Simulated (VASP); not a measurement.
A run of VASP 6.6.1 is set up as follows.

Contents of INCAR:

```
SYSTEM = MnO2
PREC = Accurate ; ENCUT = 900
EDIFF = 1E-8 ; ISMEAR = 0
SIGMA = 0.02 ; LREAL = .FALSE.
LASPH = .TRUE. ; NELM = 100
ALGO = Normal ; ISIF = 2
LWAVE = .FALSE. ; LCHARG = .FALSE.
ISPIN = 2 ; MAGMOM = 4 0 0
LORBIT = 11 ; LMAXMIX = 4
METAGGA = R2SCAN ; LMIXTAU = .TRUE.
ADDGRID = .FALSE.
```

File KPOINTS:

```
Automatic mesh
0
G
  13 13 7
  0 0 0
```

POSCAR

```
MnO2
1.0
    2.8565781804      0.0000000000      0.0000000000
   -1.4282890902      2.4738692722      0.0000000000
    0.0000000000      0.0000000000      4.6013740589
Mn O
1 2
Direct
    0.0186700000     -0.0033200000      0.4886240000
    0.3165570000      0.6444560000      0.7182440000
    0.6490790000      0.3390650000      0.3129550000
```

Potentials or basis: VASP PAW PBE potentials, release 64 (Mn_pv, O).

The run is started by

```sh
$ cat potpaw_PBE.64/Mn_pv/POTCAR potpaw_PBE.64/O/POTCAR > POTCAR
$ mpirun -np 1 vasp_std > vasp.out
```

Problem. Estimate the largest force.

Solution. 4.153 eV/Å.

Problem. Estimate the site moments.

Solution. Mn +2.90; O -0.02, +0.06 μB.

Forces in eV/Å, atoms in the order of the input:
```
Mn  -1.778 -0.170  3.750
O    0.100  0.503 -1.235
O    1.678 -0.333 -2.515
```

Caveat: the PAW data sets were made with another functional, which shifts forces and pressure a little; a cell with one magnetic atom can't hold antiferromagnetic order, which such compounds often take.
